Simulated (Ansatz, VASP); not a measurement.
Si in VASP and in Ansatz

```
CELL_PARAMETERS angstrom
2.62054 0.00000 0.00000
-1.31027 2.26946 0.00000
0.00000 0.00000 2.51568
ATOMIC_POSITIONS crystal
Si 0.00000 0.00000 0.00000
```

Change from the starting cell: strain = 0.02.

Alike in both runs: task single point; functional PBE; k mesh 12 × 12 × 11; occupations fermi-dirac, width 0.05 eV; no spin polarisation.

|  | VASP | Ansatz |
| --- | --- | --- |
| version | VASP 6.6.1 | Ansatz 0.2.0 |
| potentials or method | VASP PAW PBE potentials, release 64 (Si) | Ansatz PAW |
| plane-wave cutoff (eV) | 520 | 420 |
| valence electrons in the cell | 4 | 4 |

|  | VASP | Ansatz | Ansatz less VASP |
| --- | --- | --- | --- |
| gap on the k mesh at the Fermi level (eV) | none | none | - |
| pressure (GPa) | 0.5 | 0.6 | +0.05 |
| largest component of the traceless stress (GPa) | 2.06 | 2.06 | +0.003 |

A gap of «none» marks a metal or a gap that the smearing closes.
